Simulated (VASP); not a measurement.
# KCl: forms and broadenings of the independent-particle spectrum

KCl, Pm-3m (no. 221), 2 atoms in the cell. PBE, independent-particle dielectric function; PAW potentials K_sv, Cl (PBE set).

## Input

INCAR.step1:
```
PREC = Accurate
ENCUT = 300
ISMEAR = 0
SIGMA = 0.02
EDIFF = 1E-8
LASPH = T
KPAR = 4
LWAVE = F
LCHARG = F
LEPSILON = T
```

INCAR.step2, as INCAR.step1 but for:
```
- LWAVE = F
- LEPSILON = T
+ LWAVE = T
+ NBANDS = 40
```

INCAR.step3:
```
PREC = Accurate
ENCUT = 300
ISMEAR = 0
SIGMA = 0.02
EDIFF = 1E-7
LASPH = T
KPAR = 4
LWAVE = F
LCHARG = F
LOPTICS = T
NBANDS = 40
NEDOS = 2000
CSHIFT = 0.1
ALGO = None
NELM = 1
ISTART = 1
```

INCAR.step4, as INCAR.step3 but for:
```
+ LNABLA = T
```

INCAR.step5, as INCAR.step4 but for:
```
- LNABLA = T
+ LPEAD = T
+ IPEAD = 2
```

INCAR.step6, as INCAR.step5 but for:
```
- IPEAD = 2
+ IPEAD = 1
```

INCAR.step7 changes the same tag again: IPEAD = 4.

INCAR.step8, as INCAR.step7 but for:
```
- CSHIFT = 0.1
- LPEAD = T
- IPEAD = 4
+ CSHIFT = 0.05
```

INCAR.step9, as INCAR.step8 but for:
```
- CSHIFT = 0.05
+ CSHIFT = 0.2
```

INCAR.step10 changes the same tag again: CSHIFT = 0.01.

INCAR.step11, as INCAR.step10 but for:
```
- ISMEAR = 0
- CSHIFT = 0.01
+ ISMEAR = -5
+ CSHIFT = 0.1
```

INCAR.step12, as INCAR.step11 but for:
```
- ISMEAR = -5
- SIGMA = 0.02
+ ISMEAR = 0
+ SIGMA = 0.2
```

INCAR.step13, as INCAR.step12 but for:
```
- SIGMA = 0.2
+ SIGMA = 0.02
+ OMEGAMAX = 12
```

INCAR.step14, as INCAR.step13 but for:
```
- OMEGAMAX = 12
+ OMEGAMAX = 60
```

KPOINTS:
```
k-points
0
Gamma
  10 10 10
```

POSCAR:
```
KCl
1.0
    3.8391960000      0.0000000000      0.0000000000
    0.0000000000      3.8391960000      0.0000000000
    0.0000000000      0.0000000000      3.8391960000
K Cl
1 1
Direct
    0.0000000000      0.0000000000      0.0000000000
    0.5000000000      0.5000000000      0.5000000000
```

Commands (each step's output is kept before the next begins):
```
cat potpaw_PBE.64/K_sv/POTCAR potpaw_PBE.64/Cl/POTCAR > POTCAR
cp INCAR.step1 INCAR
mpirun -np 4 vasp_std > vasp.out
rm WAVECAR CHG
cp INCAR.step2 INCAR
mpirun -np 4 vasp_std > vasp.out
cp INCAR.step3 INCAR
mpirun -np 4 vasp_std > vasp.out
cp INCAR.step4 INCAR
mpirun -np 4 vasp_std > vasp.out
cp INCAR.step5 INCAR
mpirun -np 4 vasp_std > vasp.out
cp INCAR.step6 INCAR
mpirun -np 4 vasp_std > vasp.out
cp INCAR.step7 INCAR
mpirun -np 4 vasp_std > vasp.out
cp INCAR.step8 INCAR
mpirun -np 4 vasp_std > vasp.out
cp INCAR.step9 INCAR
mpirun -np 4 vasp_std > vasp.out
cp INCAR.step10 INCAR
mpirun -np 4 vasp_std > vasp.out
cp INCAR.step11 INCAR
mpirun -np 4 vasp_std > vasp.out
cp INCAR.step12 INCAR
mpirun -np 4 vasp_std > vasp.out
cp INCAR.step13 INCAR
mpirun -np 4 vasp_std > vasp.out
cp INCAR.step14 INCAR
mpirun -np 4 vasp_std > vasp.out
```

## Result

- Direct gap on the mesh (eV): 5.00
- Gap on the mesh (eV): 4.79
- Bands: 40

One ground state, settings moved in the last step alone:

| Settings | ε at zero frequency | Mean energy of the absorption, weighted by Im ε (eV) | Time (s) |
|---|---|---|---|
| longitudinal form, CSHIFT 0.1 | 2.80 | 11.52 | 2 |
| transversal form (LNABLA) | 3.07 | 11.68 | 2 |
| finite differences (LPEAD), order 2 | 2.80 | 11.52 | 4 |
| finite differences (LPEAD), order 1 | 2.78 | 11.56 | 3 |
| finite differences (LPEAD), order 4 | 2.80 | 11.52 | 5 |
| CSHIFT 0.05 | 2.80 | 11.51 | 2 |
| CSHIFT 0.2 | 2.80 | 11.51 | 2 |
| CSHIFT 0.01 | 2.80 | 11.54 | 3 |
| tetrahedron method | 2.79 | 11.54 | 3 |
| SIGMA 0.2 | 2.80 | 11.52 | 3 |
| OMEGAMAX 12, which cuts the spectrum short | 2.19 | – | 3 |
| OMEGAMAX 60 | 2.80 | 11.52 | 2 |

The mean energy covers the spectrum up to 20 eV.

On the same mesh, density-functional perturbation theory with local fields gives ε = 2.55.

VASP 6.6.1 took 186 s on 4 cores (Intel Xeon Platinum 8175M @ 2.50GHz (Skylake/Cascade Lake)), a shared host.
